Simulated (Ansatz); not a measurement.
## Energy landscape near a Sn structure

All numbers below come from DFT PBEsol, scalar-relativistic, plane waves, PAW in Ansatz 0.2.0.

Settings: cutoff 420 eV, Γ-centred mesh 12×12×12 on the computed 2-atom cell, Gaussian smearing of 0.10 eV; no spin polarisation.

Reference cell:

```
Sn
1.0
     0.00000    3.24560    3.24560
     3.24560    0.00000    3.24560
     3.24560    3.24560    0.00000
Sn
2
Direct
  0.50000 0.50000 0.50000
  0.75000 0.75000 0.75000
```

Each variant moves atoms of this cell by the vectors given, if any (Å), and then applies a symmetric strain (tensor components, Cartesian axes). The reference cell isn't relaxed at this level. Energies are per atom at zero smearing, counted from the lowest variant. Pressure is positive in compression.

1. strain (xx yy zz yz xz xy, %) -0.71 -0.71 -0.71 0.00 0.00 0.00
2. strain (xx yy zz yz xz xy, %) -3.82 -3.82 -3.82 0.00 0.00 0.00
3. strain (xx yy zz yz xz xy, %) -1.46 -1.46 -1.46 0.00 0.00 0.00

(1) Order the variants by energy, lowest first.

(2) Order them by pressure, highest first.

Results:

(1) 1 (0.0 meV/atom), 3 (12.2 meV/atom), 2 (91.3 meV/atom).

(2) 2 (8.11 GPa), 3 (3.25 GPa), 1 (2.03 GPa).